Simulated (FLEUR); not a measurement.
## Au: band structure with r2SCAN

Crystal: Au.

```xyz
2
Lattice="2.9000 0.0000 0.0000 -1.4500 2.5115 0.0000 0.0000 0.0000 4.8800" Properties=species:S:1:pos:R:3 pbc="T T T"
Au    1.4500    0.8372    1.2200
Au    0.0000    1.6743    3.6600
```

This isn't the form of Au at room conditions, which is fcc.

| Item | Value |
| --- | --- |
| Program | FLEUR MaX-R8.1 (later development tree) |
| Task | band structure |
| Functional | r2SCAN |
| Potentials or basis | all-electron |
| Basis | FLAPW |
| Kmax | 4.1 1/bohr |
| k mesh | 8 × 8 × 4 |
| Occupations | fermi-dirac, width 0.05 eV |
| Spin | no spin polarisation |
| Gmax | 12.7 1/bohr |
| Muffin-tin radii | Au 2.51 bohr |
| lmax | Au 10 |
| lnonsphr | Au 10 |
| Local orbitals a species | Au 5 |
| Max iterations | 80 |
| Mixing factor | 0.05 |
| Mixer | Anderson |
| Mixer history | 30 |
| Density convergence | 0.0001 me/bohr^3 |

| Quantity | Value |
| --- | --- |
| Band gap along the path | none (metal or under the smearing width) |
| Valence electrons inside the program's atomic spheres | Au 17.47 (radii Au 2.51 bohr) |

Levels at the corners of the path, in eV from the Fermi level:
```tsv
point	band 17	band 18	band 19	band 20	band 21	band 22
Γ	-3.65	-2.35	-2.35	-0.76	2.54	15.33
M	-2.03	-1.86	0.44	1.57	5.94	7.40
K	-2.60	-2.54	2.42	2.42	4.10	9.80
Γ	-3.65	-2.35	-2.35	-0.76	2.54	15.33
A	-2.80	-2.80	-2.80	-2.80	10.82	10.82
L	-1.93	-1.93	0.71	0.71	3.94	3.94
H	-2.29	-2.29	4.29	4.29	4.81	4.81
A	-2.80	-2.80	-2.80	-2.80	10.82	10.82
L	-1.93	-1.93	0.71	0.71	3.94	3.94
M	-2.03	-1.86	0.44	1.57	5.94	7.40
K	-2.60	-2.54	2.42	2.42	4.10	9.80
H	-2.29	-2.29	4.29	4.29	4.81	4.81
```

Core levels (eV from the Fermi level):
```tsv
atom	levels
1 Au	1s1/2 -80656.9, 2s1/2 -14217.0, 2p1/2 -13629.9, 2p3/2 -11794.0, 3s1/2 -3352.9, 3p1/2 -3089.6, 3p3/2 -2684.5, 4s1/2 -725.4, 3d3/2 -2248.8, 3d5/2 -2161.8, 4p1/2 -613.2, 4p3/2 -516.1, 4d3/2 -332.9, 4d5/2 -314.8, 4f5/2 -79.9, 4f7/2 -76.1
2 Au	1s1/2 -80656.9, 2s1/2 -14217.0, 2p1/2 -13629.9, 2p3/2 -11794.0, 3s1/2 -3352.9, 3p1/2 -3089.6, 3p3/2 -2684.5, 4s1/2 -725.4, 3d3/2 -2248.8, 3d5/2 -2161.8, 4p1/2 -613.2, 4p3/2 -516.1, 4d3/2 -332.9, 4d5/2 -314.8, 4f5/2 -79.9, 4f7/2 -76.1
```

It took 49 s on 1 thread of Arm Neoverse N1, on a shared host, peak memory 0.09 GiB.

Caveat: the meta-GGA is that of a development version, with a GGA for the radial functions and cores and without core tails; spin-orbit coupling is left out, which moves the levels of the heavy elements.
